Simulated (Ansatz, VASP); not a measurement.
MnS: VASP beside Ansatz

```
Mn S
1.0
     0.00000    2.47346    2.47346
     2.47346    0.00000    2.47346
     2.47346    2.47346    0.00000
Mn S
1 1
Direct
  0.00349 0.99627 0.00136
  0.72711 0.73210 0.76250
```

Change from the starting cell: atoms moved at random, drawn with an rms of 0.05 Å.

Alike in both runs: task single point; functional PBE; k mesh 9 × 9 × 9; occupations fermi-dirac, width 0.05 eV; collinear spin, ferromagnetic start.

|  | VASP | Ansatz |
| --- | --- | --- |
| version | VASP 6.6.1 | Ansatz 0.2.0 |
| potentials or method | VASP PAW PBE potentials, release 64 (Mn_pv, S) | Ansatz PAW |
| plane-wave cutoff (eV) | 520 | 420 |
| valence electrons in the cell | 19 | 21 |

VASP gave:

- gap on the k mesh at the Fermi level (eV): none
- pressure (GPa): 4.0
- largest component of the traceless stress (GPa): 8.02
- rms of the force components (eV/Å): 0.853
- net moment per atom (μB): 0.10
- size of the moment on the site where the two differ most (μB): 0.20

Which values does Ansatz return?

gap on the k mesh at the Fermi level (eV): none; pressure (GPa): 3.9; largest component of the traceless stress (GPa): 8.01; rms of the force components (eV/Å): 0.853; net moment per atom (μB): 0.11; size of the moment on the site where the two differ most (μB): 0.18.

Site moments also hang on the region over which each program counts them. Atom by atom the forces differ by 0.000 eV/Å (rms over components). A gap of «none» marks a metal or a gap that the smearing closes. The two sets of potentials don't hold the same shells in valence.

Caveats: the moment fell far below its start of 4 μB, so a state of higher moment may lie lower in energy; semilocal functionals often make such compounds metallic where correlation or magnetic order opens a gap, which also shifts bond lengths; the starting moments weren't kept (Ansatz).
